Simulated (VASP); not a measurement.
# Ir (Fm-3m) in VASP: notebook

The runs below take Ir through relaxation of cell and atoms, with PBEsol, LDA, PBE, PBE+D3(BJ).

All numbers are computed with VASP 6.6.1; they aren't measurements. Logs are shortened: lines on timing, memory, paths and dates and some standing lists are left out, and cuts for length are marked.

## Step 1: Starting point

The structure is cubic, space group Fm-3m (No. 225). Conventional cell: a = 3.854 Å, b = 3.854 Å, c = 3.854 Å, α = 90.00°, β = 90.00°, γ = 90.00°. Around Ir (site symmetry m-3m) lie 12 Ir at 2.73 Å.

## Step 2: Relaxation of cell and atoms, PBEsol

INCAR reads:

```
SYSTEM = Ir
PREC = Accurate ; ENCUT = 600
EDIFF = 1E-7 ; ISMEAR = 0
SIGMA = 0.1 ; LREAL = .FALSE.
LASPH = .TRUE. ; NELM = 80
ALGO = Normal ; ISIF = 3
LWAVE = .FALSE. ; LCHARG = .FALSE.
GGA = PS ; IBRION = 2
NSW = 90 ; EDIFFG = -0.005
```

KPOINTS reads:

```
Automatic mesh
0
G
  18 18 18
  0 0 0
```

POSCAR reads:

```
Ir
1.0
    0.0000000000      1.9269646700      1.9269646700
    1.9269646700      0.0000000000      1.9269646700
    1.9269646700      1.9269646700      0.0000000000
Ir
1
Direct
    0.0000000000      0.0000000000      0.0000000000
```

Potentials or basis: VASP PAW PBE potentials, release 64 (Ir).

Run with:

```bash
cat potpaw_PBE.64/Ir/POTCAR > POTCAR
mpirun -np 1 vasp_std > vasp.out
```

OUTCAR:

```text
SYSTEM = Ir
   PREC = Accurate
   ENCUT = 600
   EDIFF = 1E-7
   ISMEAR = 0
   LREAL = .FALSE.
   LASPH = .TRUE.
   NELM = 80
   ISIF = 3
   GGA = PS
   IBRION = 2
   NSW = 90
   EDIFFG = -0.005

 ion  position               nearest neighbor table
   1  0.000  0.000  0.000-

  LATTYP: Found a face centered cubic cell.
 ALAT       =     3.8539293400

  Lattice vectors:

 A1 = (   0.0000000000,   1.9269646700,   1.9269646700)
 A2 = (   1.9269646700,   0.0000000000,   1.9269646700)
 A3 = (   1.9269646700,   1.9269646700,   0.0000000000)

Analysis of symmetry for initial positions (statically):
=====================================================================
 Subroutine PRICEL returns:
 Original cell was already a primitive cell.

 Routine SETGRP: Setting up the symmetry group for a
 face centered cubic supercell.

 Subroutine GETGRP returns: Found 48 space group operations
 (whereof 48 operations were pure point group operations)
 out of a pool of 48 trial point group operations.

The static configuration has the point symmetry O_h .

Analysis of symmetry for dynamics (positions and initial velocities):
=====================================================================
 Subroutine PRICEL returns:
 Original cell was already a primitive cell.

 Routine SETGRP: Setting up the symmetry group for a
 face centered cubic supercell.

 Subroutine GETGRP returns: Found 48 space group operations
 (whereof 48 operations were pure point group operations)
 out of a pool of 48 trial point group operations.

The dynamic configuration has the point symmetry O_h .

 Subroutine INISYM returns: Found 48 space group operations
 (whereof 48 operations are pure point group operations),
 and found     1 'primitive' translations

----------------------------------------------------------------------------------------

                                     Primitive cell

  volume of cell :      14.3104

  direct lattice vectors                    reciprocal lattice vectors
     0.000000000  1.926964670  1.926964670    -0.259475437  0.259475437  0.259475437
     1.926964670  0.000000000  1.926964670     0.259475437 -0.259475437  0.259475437
     1.926964670  1.926964670  0.000000000     0.259475437  0.259475437 -0.259475437

  length of vectors
     2.725139571  2.725139571  2.725139571     0.449424640  0.449424640  0.449424640

  position of ions in fractional coordinates (direct lattice)
     0.000000000  0.000000000  0.000000000

  ion indices of the primitive-cell ions
   primitive index   ion index
                 1           1

----------------------------------------------------------------------------------------

 KPOINTS: Automatic mesh

Automatic generation of k-mesh.
 Grid dimensions read from file:
 generate k-points for:   18   18   18

 Generating k-lattice:

  Cartesian coordinates                     Fractional coordinates (reciprocal lattice)
    -0.014415302  0.014415302  0.014415302     0.055555556  0.000000000  0.000000000
     0.014415302 -0.014415302  0.014415302     0.000000000  0.055555556  0.000000000
     0.014415302  0.014415302 -0.014415302     0.000000000  0.000000000  0.055555556

  Length of vectors
     0.024968036  0.024968036  0.024968036

  Shift w.r.t. Gamma in fractional coordinates (k-lattice)
     0.000000000  0.000000000  0.000000000

 Subroutine IBZKPT returns following result:
 ===========================================

 Found    195 irreducible k-points:

 Following reciprocal coordinates:
            Coordinates               Weight
  0.000000  0.000000  0.000000      1.000000
  0.055556  0.000000  0.000000      8.000000
  0.111111  0.000000  0.000000      8.000000
  0.166667  0.000000  0.000000      8.000000
  0.222222  0.000000  0.000000      8.000000
  0.277778  0.000000  0.000000      8.000000
[... 16 lines left out ...]
 -0.277778  0.055556  0.000000     24.000000
 -0.222222  0.055556  0.000000     24.000000
 [... further k-points ...]
   k-points           NKPTS =    195   k-points in BZ     NKDIM =    195   number of bands    NBANDS=      8
   number of dos      NEDOS =    301   number of ions     NIONS =      1
   total plane-waves  NPLWV =  13824
   dimension x,y,z NGX =    24 NGY =   24 NGZ =   24
   dimension x,y,z NGXF=    48 NGYF=   48 NGZF=   48
   ions per type =               1
   NGX,Y,Z   is equivalent  to a cutoff of  14.64, 14.64, 14.64 a.u.
   NGXF,Y,Z  is equivalent  to a cutoff of  29.28, 29.28, 29.28 a.u.
 SYSTEM =  Ir
   PREC   = accura    normal or accurate (medium, high low for compatibility)
   ISTART =      0    job   : 0-new  1-cont  2-samecut
   ICHARG =      2    charge: 1-file 2-atom 10-const
   ISPIN  =      1    spin polarized calculation?
   LNONCOLLINEAR =      F non collinear calculations
   LSORBIT =      F    spin-orbit coupling
   LASPH  =      T    aspherical Exc in radial PAW
   ENCUT  =  600.0 eV  44.10 Ry    6.64 a.u.   5.44  5.44  5.44*2*pi/ulx,y,z
   NELM   =     80;   NELMIN=  2; NELMDL= -5     # of ELM steps
   EDIFF  = 0.1E-06   stopping-criterion for ELM
   LREAL  =      F    real-space projection
   EDIFFG = -.5E-02   stopping-criterion for IOM
   NSW    =     90    number of steps for IOM
   IBRION =      2    ionic relax: 0-MD 1-quasi-New 2-CG
   NFREE  =      1    steps in history (QN), initial steepest desc. (CG)
   ISIF   =      3    stress and relaxation
   ISYM   =      2    0-nonsym 1-usesym 2-fastsym
   POTIM  = 0.5000    time-step for ionic-motion
   TEBEG  =    0.0;   TEEND  =   0.0 temperature during run
   PSTRESS=    0.0 pullay stress
   NELECT =       9.0000    total number of electrons
   NUPDOWN=      -1.0000    fix difference up-down
   EMIN   =  10.00;   EMAX   =-10.00  energy-range for DOS
   EFERMI =   0.00;   METHOD = LEGACY
   ISMEAR =     0;   SIGMA  =   0.10  broadening in eV -4-tet -1-fermi 0-gaus
   EFERMI_NEDOS =   21; number of points for ismear=-14 and -15
   IALGO  =     38    algorithm
   IMIX   =      4    mixing-type and parameters
     AMIX     =   0.40;   BMIX     =  1.00
     AMIX_MAG =   1.60;   BMIX_MAG =  1.00
  volume/ion in A,a.u.               =      14.31        96.57
  Fermi-wavevector in a.u.,A,eV,Ry     =   1.402615  2.650559 26.767147  1.967330
  Thomas-Fermi vector in A             =   2.525359
   LORBIT       =      0    0 simple, 1 ext, 2 COOP (PROOUT), +10 PAW based schemes
   GGA     = PS    functional components
   LHFCALC =     F    Hartree Fock is set to
   AEXX    =    0.0000 exact exchange contribution
   IVDW    =     0    specifies the selected vdW correction
   LEPSILON=     F    determine dielectric tensor
   LRPA    =     F    only Hartree local field effects (RPA)
 conjugate gradient relaxation of ions
 non-spin polarized calculation
 Gauss-broadening in eV      SIGMA  =   0.10
  energy-cutoff  :      600.00
  volume of cell :       14.31
 maximum number of plane-waves:       531
 NGX is ok and might be reduce to    24
   NGX = 11   NGY = 11   NGZ = 11

--------------------------------------- Ionic step        1  -------------------------------------------

 number of electron       9.0000000 magnetization

 Free energy of the ion-electron system (eV)
  ---------------------------------------------------
  ext. energy  EPLUGINS =         0.00000000
  ---------------------------------------------------
  free energy    TOTEN  =        -9.81924421 eV

  energy without entropy =       -9.81403764  energy(sigma->0) =       -9.81664092

------------------------ aborting loop because EDIFF is reached ----------------------------------------

  FORCE on cell =-STRESS in cart. coord.  units (eV):
  Direction    XX          YY          ZZ          XY          YZ          ZX
  --------------------------------------------------------------------------------------
  -------------------------------------------------------------------------------------
  Total       -0.5260973     -0.5260973     -0.5260973     -0.0000000      0.0000000      0.0000000
  in kB      -58.9013747    -58.9013747    -58.9013747     -0.0000000      0.0000000      0.0000000
  external PRESSURE =     -58.9013747 kB  Pullay stress =       0.0000000 kB

 VOLUME and BASIS-vectors are now :
 -----------------------------------------------------------------------------
  energy-cutoff  :      600.00
  volume of cell :       14.31
      direct lattice vectors                 reciprocal lattice vectors
     0.000000000  1.926964670  1.926964670    -0.259475437  0.259475437  0.259475437
     1.926964670  0.000000000  1.926964670     0.259475437 -0.259475437  0.259475437
     1.926964670  1.926964670  0.000000000     0.259475437  0.259475437 -0.259475437
[... 71 lines left out ...]
 POSITION                                       TOTAL-FORCE (eV/Angst)
 -----------------------------------------------------------------------------------
      0.00000      0.00000      0.00000         0.000000      0.000000     -0.000000
 -----------------------------------------------------------------------------------
    total drift:                               -0.000000      0.000000     -0.000000

  FREE ENERGIE OF THE ION-ELECTRON SYSTEM (eV)
  ---------------------------------------------------
  free  energy   TOTEN  =        -9.8234315820 eV

  energy  without entropy=       -9.8183759540  energy(sigma->0) =       -9.82090377

--------------------------------------- Ionic step        4  -------------------------------------------

 number of electron       9.0000000 magnetization

 Free energy of the ion-electron system (eV)
  ---------------------------------------------------
  ext. energy  EPLUGINS =         0.00000000
  ---------------------------------------------------
  free energy    TOTEN  =        -9.82343481 eV

  energy without entropy =       -9.81838284  energy(sigma->0) =       -9.82090883

 E-fermi :  10.3570     XC(G=0): -14.1264

 val. band max:       10.3500720883   @ k =   0.5000   0.2222   0.1111
 cond. band min:      10.3664065402   @ k =   0.3333   0.1111   0.0556
 fundamental gap:      0.0163344519
 Fermi energy:        10.3569803694

 k-point     1 :       0.0000    0.0000    0.0000
  band No.  band energies     occupation
      1      -0.9168      2.00000
      2       6.3913      2.00000
      3       6.3913      2.00000
      4       6.3913      2.00000
      5       9.1254      2.00000
      6       9.1254      2.00000
      7      24.6303      0.00000
      8      30.2294      0.00000

 k-point     2 :       0.0556    0.0000    0.0000
  band No.  band energies     occupation
      1      -0.7785      2.00000
      2       6.3163      2.00000
      3       6.4519      2.00000
      4       6.4519      2.00000
      5       9.0857      2.00000
      6       9.0857      2.00000
      7      24.8711      0.00000
      8      29.4770      0.00000
[... 221 lines left out ...]
 k-point    23 :      -0.2778    0.0556    0.0000
  band No.  band energies     occupation
      1       1.8891      2.00000
      2       6.0560      2.00000
      3       6.7060      2.00000
      4       6.8157      2.00000
      5       9.3142      2.00000
      6      10.2401      1.90176
      7      22.8455      0.00000
      8      26.6629      0.00000

 k-point    24 :      -0.2222    0.0556    0.0000
  band No.  band energies     occupation
      1       1.3112      2.00000
      2       5.7136      2.00000
      3       6.8545      2.00000
      4       6.9480      2.00000
      5       8.8265      2.00000
      6       9.6960      2.00000
      7      24.4690      0.00000
      8      27.2973      0.00000

 [... further k-points ...]

------------------------ aborting loop because EDIFF is reached ----------------------------------------

  FORCE on cell =-STRESS in cart. coord.  units (eV):
  Direction    XX          YY          ZZ          XY          YZ          ZX
  --------------------------------------------------------------------------------------
  -------------------------------------------------------------------------------------
  Total       -0.0011632     -0.0011632     -0.0011632      0.0000000      0.0000000     -0.0000000
  in kB       -0.1322977     -0.1322977     -0.1322977      0.0000000      0.0000000     -0.0000000
  external PRESSURE =      -0.1322977 kB  Pullay stress =       0.0000000 kB

 VOLUME and BASIS-vectors are now :
 -----------------------------------------------------------------------------
  energy-cutoff  :      600.00
  volume of cell :       14.09
      direct lattice vectors                 reciprocal lattice vectors
    -0.000000000  1.916897536  1.916897536    -0.260838146  0.260838146  0.260838146
     1.916897536  0.000000000  1.916897536     0.260838146 -0.260838146  0.260838146
     1.916897536  1.916897536 -0.000000000     0.260838146  0.260838146 -0.260838146

 POSITION                                       TOTAL-FORCE (eV/Angst)
 -----------------------------------------------------------------------------------
      0.00000      0.00000      0.00000         0.000000      0.000000     -0.000000
 -----------------------------------------------------------------------------------
    total drift:                               -0.000000      0.000000     -0.000000

  FREE ENERGIE OF THE ION-ELECTRON SYSTEM (eV)
  ---------------------------------------------------
  free  energy   TOTEN  =        -9.8234348146 eV

  energy  without entropy=       -9.8183828378  energy(sigma->0) =       -9.82090883

 reached required accuracy - stopping structural energy minimisation
```

Run time: 25 s. Hardware: 1 thread of Intel Xeon 6975P-C (Granite Rapids), shared host; peak memory 0.17 GiB.

Results:

```
Free energy                            : -9.8234 eV
Relaxed volume                         : 14.09 Å³/atom
Relaxed cell                           : a = 2.711 Å, b = 2.711 Å, c = 2.711 Å, α = 60.00°, β = 60.00°, γ = 60.00°
Space group after relaxing (to 0.05 Å) : Fm-3m (No. 225)
Energy gained by relaxing              : 4.2 meV/atom
Ionic steps                            : 4
Pressure after relaxing                : 0.0 GPa
Band gap on the k mesh                 : none (metal or under the smearing width)
```

The path:
```tsv
step	energy change (eV)	largest force (eV/Å)	pressure (GPa)	volume (Å³)
1	0.0000	0.0000	-5.89	14.31
2	0.0644	0.0000	27.92	13.25
3	-0.0042	0.0000	-0.16	14.09
4	-0.0042	0.0000	-0.01	14.09
```

Final structure:
```cif
data_structure
_symmetry_space_group_name_H-M 'P 1'
_symmetry_Int_Tables_number 1
_cell_length_a 2.7109
_cell_length_b 2.7109
_cell_length_c 2.7109
_cell_angle_alpha 60.000
_cell_angle_beta 60.000
_cell_angle_gamma 60.000
_cell_volume 14.09
loop_
_atom_site_label
_atom_site_type_symbol
_atom_site_fract_x
_atom_site_fract_y
_atom_site_fract_z
_atom_site_occupancy
Ir1 Ir 0.00000 0.00000 0.00000 1
```

Levels at points of the mesh, in eV from the Fermi level:
```tsv
k point	band 1	band 2	band 3	band 4	band 5	band 6	band 7	band 8
(0.00, 0.00, 0.00)	-11.27	-3.97	-3.97	-3.97	-1.23	-1.23	14.27	19.87
(0.50, 0.00, 0.00)	-8.22	-4.06	-4.06	-0.87	0.87	0.87	7.23	13.80
(0.50, 0.50, 0.00)	-8.03	-7.45	0.85	1.45	1.45	1.61	10.48	11.64
```

Caveat: the PAW data sets were made with another functional, which shifts forces and pressure a little. Spin-orbit coupling is left out, which matters for the levels of Ir.

## Step 3: Relaxation of cell and atoms, LDA

INCAR: that of step 2 with these lines changed.

```diff
@@ -7,3 +7,3 @@
 LWAVE = .FALSE. ; LCHARG = .FALSE.
-GGA = PS ; IBRION = 2
+GGA = CA ; IBRION = 2
 NSW = 90 ; EDIFFG = -0.005
```

KPOINTS is that of step 2.

POSCAR is that of step 2.

Potentials or basis: VASP PAW LDA potentials, release 64 (Ir).

Run with:

```bash
cat potpaw_LDA.64/Ir/POTCAR > POTCAR
mpirun -np 1 vasp_std > vasp.out
```

It took 33 s on 1 thread of Intel Xeon 6975P-C (Granite Rapids), shared host; peak memory 0.18 GiB.

Results (log left out):

```
Free energy                            : -10.3294 eV
Relaxed volume                         : 13.93 Å³/atom
Relaxed cell                           : a = 2.701 Å, b = 2.701 Å, c = 2.701 Å, α = 60.00°, β = 60.00°, γ = 60.00°
Space group after relaxing (to 0.05 Å) : Fm-3m (No. 225)
Energy gained by relaxing              : 12.5 meV/atom
Ionic steps                            : 7
Pressure after relaxing                : 0.0 GPa
Band gap on the k mesh                 : none (metal or under the smearing width)
```

The path:
| step | energy change (eV) | largest force (eV/Å) | pressure (GPa) | volume (Å³) |
| --- | --- | --- | --- | --- |
| 1 | 0.0000 | 0.0000 | -10.21 | 14.31 |
| 2 | 0.2159 | 0.0000 | 57.18 | 12.50 |
| 3 | -0.0125 | 0.0000 | -0.54 | 13.95 |
| 4 | -0.0125 | 0.0000 | -0.10 | 13.93 |
| 5 | -0.0125 | 0.0000 | 0.13 | 13.92 |
| 6 | -0.0125 | 0.0000 | -0.40 | 13.94 |
| 7 | -0.0125 | 0.0000 | -0.01 | 13.93 |

Final structure:
```
CELL_PARAMETERS angstrom
0.00000 1.90965 1.90965
1.90965 0.00000 1.90965
1.90965 1.90965 0.00000
ATOMIC_POSITIONS crystal
Ir 0.00000 0.00000 0.00000
```

Levels at points of the mesh, in eV from the Fermi level:
| k point | band 2 | band 3 | band 4 | band 5 | band 6 | band 7 |
| --- | --- | --- | --- | --- | --- | --- |
| (0.00, 0.00, 0.00) | -4.04 | -4.04 | -4.04 | -1.25 | -1.25 | 14.28 |
| (0.50, 0.00, 0.00) | -4.14 | -4.14 | -0.79 | 0.89 | 0.89 | 7.39 |
| (0.50, 0.50, 0.00) | -7.57 | 0.88 | 1.48 | 1.48 | 1.71 | 10.70 |

## Step 4: Relaxation of cell and atoms, PBE

INCAR: that of step 3 with these lines changed.

```diff
@@ -7,3 +7,3 @@
 LWAVE = .FALSE. ; LCHARG = .FALSE.
-GGA = CA ; IBRION = 2
+GGA = PE ; IBRION = 2
 NSW = 90 ; EDIFFG = -0.005
```

KPOINTS is that of step 3.

POSCAR is that of step 3.

Potentials or basis: VASP PAW PBE potentials, release 64 (Ir).

Run with:

```bash
cat potpaw_PBE.64/Ir/POTCAR > POTCAR
mpirun -np 1 vasp_std > vasp.out
```

It took 24 s on 1 thread of Intel Xeon 6975P-C (Granite Rapids), shared host; peak memory 0.17 GiB.

It converged, with:

- Free energy: -8.8540 eV
- Relaxed volume: 14.52 Å³/atom
- Relaxed cell: a = 2.738 Å, b = 2.738 Å, c = 2.738 Å, α = 60.00°, β = 60.00°, γ = 60.00°
- Space group after relaxing (to 0.05 Å): Fm-3m (No. 225)
- Energy gained by relaxing: 3.4 meV/atom
- Ionic steps: 4
- Pressure after relaxing: 0.0 GPa
- Band gap on the k mesh: none (metal or under the smearing width)

Step by step:
```csv
step,energy change (eV),largest force (eV/Å),pressure (GPa),volume (Å³)
1,0.0000,0.0000,5.30,14.31
2,0.0390,0.0000,-16.19,15.31
3,-0.0034,0.0000,-0.10,14.53
4,-0.0034,0.0000,0.00,14.52
```

Final structure:
```xyz
1
Lattice="0.0000 1.9364 1.9364 1.9364 0.0000 1.9364 1.9364 1.9364 0.0000" Properties=species:S:1:pos:R:3 pbc="T T T"
Ir    0.0000    0.0000    0.0000
```

Levels at points of the mesh, in eV from the Fermi level:
```csv
k point,band 1,band 2,band 3,band 4,band 5,band 6,band 7,band 8
"(0.00, 0.00, 0.00)",-10.87,-3.76,-3.76,-3.76,-1.19,-1.19,14.34,19.78
"(0.50, 0.00, 0.00)",-7.86,-3.86,-3.86,-0.72,0.82,0.82,6.97,13.88
"(0.50, 0.50, 0.00)",-7.65,-7.09,0.79,1.37,1.37,1.67,10.13,11.56
```

(Part 1 of 2 ends here.)
